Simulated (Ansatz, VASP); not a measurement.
# Be: VASP beside Ansatz

```
Be
1.0
    -1.26565    1.25312    1.25312
     1.25312   -1.26565    1.25312
     1.25312    1.25312   -1.26565
Be
1
Direct
  0.00000 0.00000 0.00000
```

Change from the starting cell: equal xy, yz and zx shear strains of -1 %, crystal datasets.

Alike in both runs: task electric field gradients; functional PBE; k mesh 23 × 23 × 23; occupations fermi-dirac, width 0.03 eV; no spin polarisation.

|  | VASP | Ansatz |
| --- | --- | --- |
| version | VASP 6.6.1 | Ansatz 0.2.0 |
| potentials or method | VASP PAW PBE potentials, release 64 (Be), cutoff 520 eV | all-electron PAW with datasets made for the crystal, scalar-relativistic |

VASP gave:

```
pressure (GPa)                                                 : -0.7
largest component of the traceless stress (GPa)                : 2.04
Vzz of the field gradient on the site that differs most (V/Å²) : -0.3
```

**Question.** Which values does Ansatz return?

**Answer.** Pressure (GPa): -0.8; largest component of the traceless stress (GPa): 2.04; Vzz of the field gradient on the site that differs most (V/Å²): -0.2.

Ansatz ran all-electron here, so the differences hold the error of VASP's frozen core and of both bases.
